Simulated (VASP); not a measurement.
# Si2Mo (I4/mmm) in VASP: further runs

Aim: see how the results for Si2Mo move with the level of theory and the settings. Levels: AM05, PBE+D3(BJ). Tasks: relaxation of cell and atoms.

Everything below comes from runs of VASP 6.6.1. Logs are shortened: lines on timing, memory, paths and dates and some standing lists are left out, and cuts for length are marked.

**1. Starting point**

It takes space group I4/mmm (No. 139, tetragonal). Conventional cell: a = 3.182 Å, b = 3.182 Å, c = 7.814 Å, α = 90.00°, β = 90.00°, γ = 90.00°. Around Si (site symmetry 4mm) lie 5 Si at 2.58 to 2.61 Å and 5 Mo at 2.59 to 2.62 Å. Mo (site symmetry 4/mmm) has 10 Si at 2.59 to 2.62 Å as nearest neighbours.

**2. Relaxation of cell and atoms, AM05**

The input, INCAR:

```
PREC = Accurate
ENCUT = 600
EDIFF = 1E-7
ISMEAR = 1
SIGMA = 0.1
LREAL = F
LASPH = T
NELM = 80
ALGO = Normal
ISIF = 3
LWAVE = F
LCHARG = F
GGA = AM
IBRION = 2
NSW = 90
EDIFFG = -0.005
```

The input, KPOINTS:

```
Automatic mesh
0
Gamma
  16 16 16
```

The input, POSCAR:

```
Si2Mo                                   
1.0
   -1.5907739991      1.5907739991      3.9071425440
    1.5907739991     -1.5907739991      3.9071425440
    1.5907739991      1.5907739991     -3.9071425440
  Si              Mo            
     2     1
Direct
     0.3347865441184921    0.3347865441184921    0.0000000000000000
     0.6652134558815079    0.6652134558815079    0.0000000000000000
     0.0000000000000000    0.0000000000000000    0.0000000000000000
```

Potentials or basis: VASP PAW PBE potentials, release 64 (Si, Mo_sv).

Started as:

```bash
$ cat potpaw_PBE.64/Si/POTCAR potpaw_PBE.64/Mo_sv/POTCAR > POTCAR
$ mpirun -np 1 vasp_std > vasp.out
```

OUTCAR:

```text
PREC = Accurate
   ENCUT = 600
   EDIFF = 1E-7
   ISMEAR = 1
   LREAL = F
   LASPH = T
   NELM = 80
   ISIF = 3
   GGA = AM
   IBRION = 2
   NSW = 90
   EDIFFG = -0.005

 ion  position               nearest neighbor table
   1  0.335  0.335  0.000-   2 2.58   3 2.59   3 2.59   3 2.59   3 2.59   2 2.61   2 2.61   2 2.61
                             2 2.61   3 2.62
   2  0.665  0.665  0.000-   1 2.58   3 2.59   3 2.59   3 2.59   3 2.59   1 2.61   1 2.61   1 2.61
                             1 2.61   3 2.62
   3  0.000  0.000  0.000-   2 2.59   2 2.59   2 2.59   1 2.59   2 2.59   1 2.59   1 2.59   1 2.59
                             1 2.62   2 2.62

  LATTYP: Found a body centered tetragonal cell.
 ALAT       =     3.1815479982
 C/A-ratio  =     2.4561267322

  Lattice vectors:

 A1 = (  -1.5907739991,   1.5907739991,   3.9071425440)
 A2 = (   1.5907739991,  -1.5907739991,   3.9071425440)
 A3 = (   1.5907739991,   1.5907739991,  -3.9071425440)

Analysis of symmetry for initial positions (statically):
=====================================================================
 Subroutine PRICEL returns:
 Original cell was already a primitive cell.

 Routine SETGRP: Setting up the symmetry group for a
 body centered tetragonal supercell.

 Subroutine GETGRP returns: Found 16 space group operations
 (whereof 16 operations were pure point group operations)
 out of a pool of 16 trial point group operations.

The static configuration has the point symmetry D_4h.

Analysis of symmetry for dynamics (positions and initial velocities):
=====================================================================
 Subroutine PRICEL returns:
 Original cell was already a primitive cell.

 Routine SETGRP: Setting up the symmetry group for a
 body centered tetragonal supercell.

 Subroutine GETGRP returns: Found 16 space group operations
 (whereof 16 operations were pure point group operations)
 out of a pool of 16 trial point group operations.

The dynamic configuration has the point symmetry D_4h.

 Subroutine INISYM returns: Found 16 space group operations
 (whereof 16 operations are pure point group operations),
 and found     1 'primitive' translations

----------------------------------------------------------------------------------------

                                     Primitive cell

  volume of cell :      39.5491

  direct lattice vectors                    reciprocal lattice vectors
    -1.590773999  1.590773999  3.907142544     0.000000000  0.314312404  0.127970760
     1.590773999 -1.590773999  3.907142544     0.314312404  0.000000000  0.127970760
     1.590773999  1.590773999 -3.907142544     0.314312404  0.314312404  0.000000000

  length of vectors
     4.508534872  4.508534872  4.508534872     0.339365294  0.339365294  0.444504865

  position of ions in fractional coordinates (direct lattice)
     0.334786544  0.334786544  0.000000000
     0.665213456  0.665213456  0.000000000
     0.000000000  0.000000000  0.000000000

  ion indices of the primitive-cell ions
   primitive index   ion index
                 1           1
                 2           2
                 3           3

----------------------------------------------------------------------------------------

 KPOINTS: Automatic mesh

Automatic generation of k-mesh.
 Grid dimensions read from file:
 generate k-points for:   16   16   16

 Generating k-lattice:

  Cartesian coordinates                     Fractional coordinates (reciprocal lattice)
     0.000000000  0.019644525  0.007998172     0.062500000  0.000000000  0.000000000
     0.019644525  0.000000000  0.007998172     0.000000000  0.062500000  0.000000000
     0.019644525  0.019644525  0.000000000     0.000000000  0.000000000  0.062500000

  Length of vectors
     0.021210331  0.021210331  0.027781554

  Shift w.r.t. Gamma in fractional coordinates (k-lattice)
     0.000000000  0.000000000  0.000000000

 Subroutine IBZKPT returns following result:
 ===========================================

 Found    349 irreducible k-points:

 Following reciprocal coordinates:
            Coordinates               Weight
  0.000000  0.000000  0.000000      1.000000
  0.062500  0.000000  0.000000      8.000000
  0.125000  0.000000  0.000000      8.000000
  0.187500  0.000000 -0.000000      8.000000
  0.250000  0.000000  0.000000      8.000000
  0.312500  0.000000 -0.000000      8.000000
[... 16 lines left out ...]
 -0.125000  0.062500  0.000000     16.000000
 -0.062500  0.062500  0.000000      4.000000
 [... further k-points ...]
   k-points           NKPTS =    349   k-points in BZ     NKDIM =    349   number of bands    NBANDS=     15
   number of dos      NEDOS =    301   number of ions     NIONS =      3
   total plane-waves  NPLWV =  46656
   dimension x,y,z NGX =    36 NGY =   36 NGZ =   36
   dimension x,y,z NGXF=    72 NGYF=   72 NGZF=   72
   ions per type =               2   1
   NGX,Y,Z   is equivalent  to a cutoff of  13.27, 13.27, 13.27 a.u.
   NGXF,Y,Z  is equivalent  to a cutoff of  26.55, 26.55, 26.55 a.u.
 SYSTEM =  unknown system
   PREC   = accura    normal or accurate (medium, high low for compatibility)
   ISTART =      0    job   : 0-new  1-cont  2-samecut
   ICHARG =      2    charge: 1-file 2-atom 10-const
   ISPIN  =      1    spin polarized calculation?
   LNONCOLLINEAR =      F non collinear calculations
   LSORBIT =      F    spin-orbit coupling
   LASPH  =      T    aspherical Exc in radial PAW
   ENCUT  =  600.0 eV  44.10 Ry    6.64 a.u.   9.00  9.00  9.00*2*pi/ulx,y,z
   NELM   =     80;   NELMIN=  2; NELMDL= -5     # of ELM steps
   EDIFF  = 0.1E-06   stopping-criterion for ELM
   LREAL  =      F    real-space projection
   EDIFFG = -.5E-02   stopping-criterion for IOM
   NSW    =     90    number of steps for IOM
   IBRION =      2    ionic relax: 0-MD 1-quasi-New 2-CG
   NFREE  =      1    steps in history (QN), initial steepest desc. (CG)
   ISIF   =      3    stress and relaxation
   ISYM   =      2    0-nonsym 1-usesym 2-fastsym
   POTIM  = 0.5000    time-step for ionic-motion
   TEBEG  =    0.0;   TEEND  =   0.0 temperature during run
   PSTRESS=    0.0 pullay stress
   NELECT =      22.0000    total number of electrons
   NUPDOWN=      -1.0000    fix difference up-down
   EMIN   =  10.00;   EMAX   =-10.00  energy-range for DOS
   EFERMI =   0.00;   METHOD = LEGACY
   ISMEAR =     1;   SIGMA  =   0.10  broadening in eV -4-tet -1-fermi 0-gaus
   EFERMI_NEDOS =   21; number of points for ismear=-14 and -15
   IALGO  =     38    algorithm
   IMIX   =      4    mixing-type and parameters
     AMIX     =   0.40;   BMIX     =  1.00
     AMIX_MAG =   1.60;   BMIX_MAG =  1.00
  volume/ion in A,a.u.               =      13.18        88.96
  Fermi-wavevector in a.u.,A,eV,Ry     =   1.346388  2.544305 24.664116  1.812761
  Thomas-Fermi vector in A             =   2.474224
   LORBIT       =      0    0 simple, 1 ext, 2 COOP (PROOUT), +10 PAW based schemes
   GGA     = AM    functional components
   LHFCALC =     F    Hartree Fock is set to
   AEXX    =    0.0000 exact exchange contribution
   IVDW    =     0    specifies the selected vdW correction
   LEPSILON=     F    determine dielectric tensor
   LRPA    =     F    only Hartree local field effects (RPA)
 conjugate gradient relaxation of ions
 non-spin polarized calculation
 Methfessel and Paxton  Order N= 1 SIGMA  =   0.10
  energy-cutoff  :      600.00
  volume of cell :       39.55
 maximum number of plane-waves:      1340
   NGX = 17   NGY = 17   NGZ = 17

--------------------------------------- Ionic step        1  -------------------------------------------

 number of electron      22.0000000 magnetization

 Free energy of the ion-electron system (eV)
  ---------------------------------------------------
  ext. energy  EPLUGINS =         0.00000000
  ---------------------------------------------------
  free energy    TOTEN  =       -24.71431340 eV

  energy without entropy =      -24.71391329  energy(sigma->0) =      -24.71418003

------------------------ aborting loop because EDIFF is reached ----------------------------------------

  FORCE on cell =-STRESS in cart. coord.  units (eV):
  Direction    XX          YY          ZZ          XY          YZ          ZX
  --------------------------------------------------------------------------------------
  -------------------------------------------------------------------------------------
  Total        0.0115283      0.0115283     -0.0198839      0.0000000     -0.0000000      0.0000000
  in kB        0.4670239      0.4670239     -0.8055207      0.0000000     -0.0000000      0.0000000
  external PRESSURE =       0.0428424 kB  Pullay stress =       0.0000000 kB

 VOLUME and BASIS-vectors are now :
 -----------------------------------------------------------------------------
  energy-cutoff  :      600.00
  volume of cell :       39.55
      direct lattice vectors                 reciprocal lattice vectors
    -1.590773999  1.590773999  3.907142544     0.000000000  0.314312404  0.127970760
     1.590773999 -1.590773999  3.907142544     0.314312404  0.000000000  0.127970760
     1.590773999  1.590773999 -3.907142544     0.314312404  0.314312404  0.000000000

 POSITION                                       TOTAL-FORCE (eV/Angst)
 -----------------------------------------------------------------------------------
      0.00000      0.00000      2.61612         0.000000      0.000000      0.001913
      0.00000      0.00000      5.19817         0.000000      0.000000     -0.001913
      0.00000      0.00000      0.00000        -0.000000     -0.000000      0.000000
 -----------------------------------------------------------------------------------
    total drift:                                0.000000     -0.000000     -0.000000

  FREE ENERGIE OF THE ION-ELECTRON SYSTEM (eV)
  ---------------------------------------------------
  free  energy   TOTEN  =       -24.7143133960 eV

  energy  without entropy=      -24.7139132918  energy(sigma->0) =      -24.71418003

--------------------------------------- Ionic step        2  -------------------------------------------

 number of electron      22.0000000 magnetization

 Free energy of the ion-electron system (eV)
  ---------------------------------------------------
  ext. energy  EPLUGINS =         0.00000000
  ---------------------------------------------------
  free energy    TOTEN  =       -24.71431587 eV

  energy without entropy =      -24.71391852  energy(sigma->0) =      -24.71418342

 E-fermi :  12.4256     XC(G=0): -12.6061

 val. band max:       12.4241806557   @ k =  -0.4375  -0.4375   0.3750
 cond. band min:      12.4274790262   @ k =  -0.4375  -0.4375   0.3125
 fundamental gap:      0.0032983706
 Fermi energy:        12.4256281358

 k-point     1 :       0.0000    0.0000    0.0000
  band No.  band energies     occupation
      1     -48.1291      2.00000
      2     -22.3519      2.00000
      3     -22.2607      2.00000
      4     -22.2607      2.00000
      5      -1.1179      2.00000
      6       5.9149      2.00000
      7       9.0579      2.00000
      8       9.2518      2.00000
      9       9.7835      2.00000
     10       9.7835      2.00000
     11      12.8422     -0.00000
     12      15.4508      0.00000
     13      15.7460      0.00000
     14      16.0427      0.00000
     15      16.0427      0.00000
[... 397 lines left out ...]
 k-point    24 :      -0.0625    0.0625    0.0000
  band No.  band energies     occupation
      1     -48.1276      2.00000
      2     -22.3498      2.00000
      3     -22.2713      2.00000
      4     -22.2697      2.00000
      5      -0.9944      2.00000
      6       6.0263      2.00000
      7       8.5833      2.00000
      8       9.2891      2.00000
      9       9.4570      2.00000
     10      10.2974      2.00000
     11      12.3689      1.80971
     12      15.3473      0.00000
     13      15.7292      0.00000
     14      15.8848      0.00000
     15      16.1031      0.00000

 [... further k-points ...]

------------------------ aborting loop because EDIFF is reached ----------------------------------------

  FORCE on cell =-STRESS in cart. coord.  units (eV):
  Direction    XX          YY          ZZ          XY          YZ          ZX
  --------------------------------------------------------------------------------------
  -------------------------------------------------------------------------------------
  Total       -0.0032739     -0.0032739      0.0135976      0.0000000     -0.0000000      0.0000000
  in kB       -0.1326239     -0.1326239      0.5508255      0.0000000     -0.0000000      0.0000000
  external PRESSURE =       0.0951926 kB  Pullay stress =       0.0000000 kB

 VOLUME and BASIS-vectors are now :
 -----------------------------------------------------------------------------
  energy-cutoff  :      600.00
  volume of cell :       39.55
      direct lattice vectors                 reciprocal lattice vectors
    -1.591068905  1.591068905  3.905893230     0.000000000  0.314254146  0.128011692
     1.591068905 -1.591068905  3.905893230     0.314254146  0.000000000  0.128011692
     1.591068905  1.591068905 -3.905893230     0.314254146  0.314254146  0.000000000

 POSITION                                       TOTAL-FORCE (eV/Angst)
 -----------------------------------------------------------------------------------
      0.00000      0.00000      2.61537         0.000000      0.000000     -0.000105
      0.00000      0.00000      5.19641        -0.000000     -0.000000      0.000105
      1.59107      1.59107      3.90589        -0.000000     -0.000000     -0.000000
 -----------------------------------------------------------------------------------
    total drift:                                0.000000     -0.000000      0.000000

  FREE ENERGIE OF THE ION-ELECTRON SYSTEM (eV)
  ---------------------------------------------------
  free  energy   TOTEN  =       -24.7143158724 eV

  energy  without entropy=      -24.7139185230  energy(sigma->0) =      -24.71418342

 reached required accuracy - stopping structural energy minimisation
```

Run time: 7.2 min. Hardware: 1 thread of Intel Xeon Platinum 8488C (Sapphire Rapids), shared host; peak memory 0.41 GiB.

What came out:

```
Free energy               : -24.7143 eV
Energy gained by relaxing : 0.0 meV/atom
Ionic steps               : 2
Pressure after relaxing   : 0.0 GPa
Band gap on the k mesh    : none (metal or under the smearing width)
```

Final structure:
```cif
data_structure
_symmetry_space_group_name_H-M 'P 1'
_symmetry_Int_Tables_number 1
_cell_length_a 4.5077
_cell_length_b 4.5077
_cell_length_c 4.5077
_cell_angle_alpha 138.662
_cell_angle_beta 138.662
_cell_angle_gamma 59.891
_cell_volume 39.55
loop_
_atom_site_label
_atom_site_type_symbol
_atom_site_fract_x
_atom_site_fract_y
_atom_site_fract_z
_atom_site_occupancy
Si1 Si 0.33480 0.33480 0.00000 1
Si2 Si 0.66520 0.66520 0.00000 1
Mo1 Mo 0.00000 0.00000 0.00000 1
```

Caveat: the PAW data sets were made with another functional, which shifts forces and pressure a little.

**3. Relaxation of cell and atoms, PBE+D3(BJ)**

This run uses another cell than the first one, of 13.42 Å³/atom, 1.018 times its volume.

The input, INCAR:

```
SYSTEM = Si2Mo
ALGO = Normal ; EDIFF = 1E-6
EDIFFG = -0.01 ; ENCUT = 600
GGA = PE ; IBRION = 2
ISIF = 3 ; ISMEAR = 1
IVDW = 12 ; LASPH = .TRUE.
LCHARG = .FALSE. ; LREAL = .FALSE.
LWAVE = .FALSE. ; NELM = 80
NSW = 90 ; PREC = Accurate
SIGMA = 0.1
```

The input, KPOINTS:

```
k-points
0
G
  16 16 16
  0 0 0
```

The input, POSCAR:

```
Si2Mo
1.0
   -1.6000000000      1.6000000000      3.9305000000
    1.6000000000     -1.6000000000      3.9305000000
    1.6000000000      1.6000000000     -3.9305000000
Si Mo
2 1
Direct
    0.3330000000      0.3330000000      0.0000000000
    0.6670000000      0.6670000000      0.0000000000
    0.0000000000      0.0000000000      0.0000000000
```

Potentials or basis: VASP PAW PBE potentials, release 64 (Si, Mo_sv).

Started as:

```bash
$ cat potpaw_PBE.64/Si/POTCAR potpaw_PBE.64/Mo_sv/POTCAR > POTCAR
$ mpirun -np 1 vasp_std > vasp.out
```

Run time: 23 min. Hardware: 1 thread of Intel Xeon Platinum 8488C (Sapphire Rapids), shared host; peak memory 0.42 GiB.

The run converged. Its results:

```
Free energy                            : -24.9976 eV
Relaxed volume                         : 13.14 Å³/atom
Relaxed cell                           : a = 4.501 Å, b = 4.501 Å, c = 4.501 Å, α = 138.63°, β = 138.63°, γ = 59.94°
Space group after relaxing (to 0.05 Å) : I4/mmm (No. 139)
Energy gained by relaxing              : 5.5 meV/atom
Ionic steps                            : 9
Pressure after relaxing                : 0.0 GPa
Band gap on the k mesh                 : none (metal or under the smearing width)
Dispersion energy per atom             : -0.589 eV
```

The path:
```
step  energy change (eV)  largest force (eV/Å)  pressure (GPa)  volume (Å³)
   1              0.0000                0.2765           -4.76        40.25
   2              0.0239                0.1031            9.16        37.97
   3             -0.0154                0.1450            0.21        39.35
   4             -0.0154                0.1420            0.29        39.33
   5             -0.0165                0.0176            0.12        39.38
   6             -0.0166                0.0009            0.11        39.39
   7             -0.0166                0.0039            0.09        39.39
   8             -0.0166                0.0001           -0.13        39.43
   9             -0.0166                0.0018           -0.03        39.41
```

Final structure:
```
Si Mo
1.0
    -1.58964    1.58964    3.89884
     1.58964   -1.58964    3.89884
     1.58964    1.58964   -3.89884
Si Mo
2 1
Direct
  0.33461 0.33461 0.00000
  0.66539 0.66539 0.00000
  0.00000 0.00000 0.00000
```

Levels at points of the mesh, in eV from the Fermi level:
```tsv
k point	band 7	band 8	band 9	band 10	band 11	band 12	band 13	band 14	band 15
(0.00, 0.00, 0.00)	-3.39	-3.12	-2.66	-2.66	0.41	3.12	3.29	3.62	3.62
(0.50, 0.00, 0.00)	-5.01	-4.53	-2.63	-2.60	-0.51	2.35	3.14	4.24	4.28
(0.50, 0.50, 0.00)	-5.73	-5.19	-4.51	-3.12	-1.18	2.41	2.84	3.21	3.40
(0.50, 0.50, 0.50)	-3.62	-2.25	-0.58	-0.58	-0.46	-0.46	0.55	4.80	5.40
```

Caveat: pairwise dispersion overbinds metals, which lowers pressure and volume.
